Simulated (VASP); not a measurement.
The system is Fe.

```xyz
4
Lattice="3.2210 0.0000 0.0000 -1.6105 2.7894 0.0000 0.0000 0.0000 5.3146" Properties=species:S:1:pos:R:3 pbc="T T T"
Fe    0.0000    1.8596    2.3251
Fe    1.6105    0.9298    4.9824
Fe    1.6105    0.9298    2.9895
Fe    0.0000    1.8596    0.3322
```

The cell was built by a generator and needn't be a form met in nature.

```yaml
Program: VASP 6.6.1
Task: relaxation of cell and atoms
Functional: PBEsol
Potentials_or_basis: VASP PAW PBE potentials, release 64 (Fe)
Cutoff: 600 eV
k_mesh: 6 × 6 × 4
Occupations: gaussian, width 0.1 eV
Spin: no spin polarisation
```

At the start: pressure 31.7 GPa; volume 11.94 Å³/atom.

Q: How do energy, volume and symmetry change on relaxing?

A: Over 8 steps the energy falls by 155.3 meV/atom and the volume is 13.71 Å³/atom (+14.8 %); space group P6_3/mmc (No. 194, to 0.05 Å).

Step by step:
| step | energy change (eV) | largest force (eV/Å) | pressure (GPa) | volume (Å³) |
| --- | --- | --- | --- | --- |
| 1 | 0.0000 | 0.1239 | 31.69 | 47.75 |
| 2 | 0.7133 | 0.0014 | -19.94 | 66.00 |
| 3 | -0.5985 | 0.0896 | 5.00 | 53.37 |
| 4 | -0.6180 | 0.0869 | -1.48 | 55.38 |
| 5 | -0.6207 | 0.0877 | 0.25 | 54.91 |
| 6 | -0.6202 | 0.0872 | -0.53 | 55.06 |
| 7 | -0.6210 | 0.0236 | 0.72 | 54.74 |
| 8 | -0.6212 | 0.0090 | 0.08 | 54.83 |

Final structure:
```cif
data_structure
_symmetry_space_group_name_H-M 'P 1'
_symmetry_Int_Tables_number 1
_cell_length_a 3.3721
_cell_length_b 3.3721
_cell_length_c 5.5673
_cell_angle_alpha 90.000
_cell_angle_beta 90.000
_cell_angle_gamma 120.000
_cell_volume 54.83
loop_
_atom_site_label
_atom_site_type_symbol
_atom_site_fract_x
_atom_site_fract_y
_atom_site_fract_z
_atom_site_occupancy
Fe1 Fe 0.33333 0.66667 0.43853 1
Fe2 Fe 0.66667 0.33333 0.93853 1
Fe3 Fe 0.66667 0.33333 0.56147 1
Fe4 Fe 0.33333 0.66667 0.06147 1
```

Caveat: the k mesh is coarse (spacing up to 0.38 Å⁻¹), so the values aren't converged; the PAW data sets were made with another functional, which shifts forces and pressure a little; the run has no spin polarisation, though such a crystal can be magnetic.
